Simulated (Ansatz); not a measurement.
`CC(=O)O[SiH2]F` + `O[SiH3]` → `F[SiH2]O[SiH3]` + `CC(=O)O` at 600 K and 1 bar (ligand exchange at the Si–O bond).

Computed with Ansatz on PBE0-D4/def2-TZVP structures; ΔE is electronic, products minus reactants. CCSD(T)/CBS is the MP2 limit (def2-TZVPP, def2-QZVPP) plus CCSD(T) − MP2 in def2-TZVPP, frozen cores. One conformer a species, not always the lowest.

| species | CCSD(T)/CBS energy (Eh) | H − E (kJ/mol) | S (J/(mol·K)) |
| --- | --- | --- | --- |
| `CC(=O)O[SiH2]F` | -618.45411 | 254.7 | 453.5 |
| `O[SiH3]` | -366.69042 | 135.7 | 307.9 |
| `F[SiH2]O[SiH3]` | -756.28164 | 188.4 | 432.8 |
| `CC(=O)O` | -228.87529 | 204.1 | 348.2 |

H − E and S are ideal-gas, rigid-rotor, harmonic terms from PBE0-D4/def2-TZVP, for one conformer and one mirror image of each species. 1 Eh = 2625.50 kJ/mol, R = 8.31446 J/(mol·K).

Task: By hand: ΔE, ΔH, ΔS and ΔG.

Result: ΔE = (-756.28164) + (-228.87529) − (-618.45411) − (-366.69042) = -0.01240 Eh = -32.6 kJ/mol. Δ(H − E) = 188.4 + 204.1 − 254.7 − 135.7 = 2.1, so ΔH = -30.5 kJ/mol. ΔS = 432.8 + 348.2 − 453.5 − 307.9 = 19.6 J/(mol·K). ΔG = -30.5 − 600 × (19.6)/1000 = -42.3 kJ/mol.

Task: By hand: the equilibrium constant, and the temperature at which ΔG would vanish if ΔH and ΔS stayed fixed.

Result: log₁₀ K = −ΔG/(RT ln 10) = 3.7. ΔH and −TΔS have one sign here, so there is no such temperature.

TΔS isn't small against ΔH here. A doubt of 5 kJ/mol in ΔE shifts log₁₀ K by 0.4 here. Other conformers and mirror images would add mixing entropy, several J/(mol·K) or more a flexible species. Modes under 60 cm⁻¹, often nearly free rotors, make the harmonic entropy too high. These are equilibria of isolated gas molecules and say nothing of rates. Largest T1 diagnostic: 0.015 (customary marks: 0.02 for closed shells, 0.045 for open ones).
